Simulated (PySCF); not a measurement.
**Computed and published core binding energies of acetone**

The experiment to reproduce (core binding energies): C 1s of C1/C3 291.23 eV [1]; C 1s of C2 293.88 eV [1]; O 1s of O4 537.73 eV [1]. Sources and the comparison follow the method.

Compound: acetone, C3H6O.
Bonds: C1–C2, C2–C3, C2–O4 (double). Hydrogens: H5, H6, H7 on C1; H8, H9, H10 on C3.

The calculation used delta-SCF UKS SCAN, pcX-2 on the ionised atom, pcseg-1 elsewhere, spin-free X2C (PySCF 2.14.0). Binding energies are ΔSCF values: E(core-ionised, relaxed orbitals) − E(ground state) at a fixed geometry, referred to the vacuum level.

```csv
atom,environment,level,this calculation (eV),reference (eV),difference (eV),source
C1/C3,methyl carbon next to a carbonyl,C 1s,291.07,291.23,-0.16,[1]
C2,ketone carbonyl carbon,C 1s,293.55,293.88,-0.33,[1]
O4,ketone oxygen,O 1s,537.75,537.73,+0.02,[1]
```

[1] measured, gas; CORE65 (Golze, Keller, Rinke, J. Phys. Chem. Lett. 2020, 11, 1840), as tabulated in Jana, Herbert, J. Chem. Phys. 2023, 158, 094111, SI

How far is it from the measured entries?

Over the 3 different measured values (3 distinct lines) the mean signed difference is -0.16 eV, the mean unsigned one 0.17 eV and the largest 0.33 eV. The calculation is vertical and has no vibrational structure, and measured positions depend on the energy calibration.

The listed C 1s values span 2.48 eV, from C1/C3 (bonded to C and 3 H) to C2 (bonded to O (double bond) and 2 C).

Atoms equivalent by their bonding share one computed value, that of the first of them. The unrestricted hole states depart most from a pure doublet (⟨S²⟩ = 0.75; over 0.85 named) for C 1s of C2 (0.86), which makes this value less certain. Isolated species at its GFN2-xTB geometry, gas phase.
